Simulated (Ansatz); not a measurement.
A relaxed cell of P is given with its symmetry left out. The cell was found from a structure generator's guess, not taken from experiment.

Method: DFT PBE, scalar-relativistic, plane waves, PAW (Ansatz 0.2.0). Cutoff 420 eV, Γ-centred mesh, Gaussian smearing, no spin polarisation.

```cif
data_structure
_symmetry_space_group_name_H-M 'P 1'
_symmetry_Int_Tables_number 1
_cell_length_a 2.4442
_cell_length_b 2.4442
_cell_length_c 2.4442
_cell_angle_alpha 90.000
_cell_angle_beta 90.000
_cell_angle_gamma 90.000
_cell_volume 14.60
loop_
_atom_site_label
_atom_site_type_symbol
_atom_site_fract_x
_atom_site_fract_y
_atom_site_fract_z
_atom_site_occupancy
P1 P 0.00000 0.00000 0.00000 1
```

Energies count from the standard state of P at the same level. The references include black phosphorus.

Question: Find its symmetry and describe it.

Answer: Pm-3m (No. 221), the simple cubic type. Conventional cell: a = 2.444 Å. P has 6 P at 2.44 Å.

Question: How far does it lie from the standard state of P?

Answer: +0.09 eV/atom. So it is a metastable form at best.

Question: Is it a metal?

Answer: Yes, bands cross the Fermi level on the 22×22×22 mesh.

The last run used a 22×22×22 mesh for its 1-atom cell and Gaussian smearing of 0.10 eV. The reference form of P is held partly by dispersion forces, which this level lacks. Symmetry constrained the relaxation, so the result can be a saddle point.
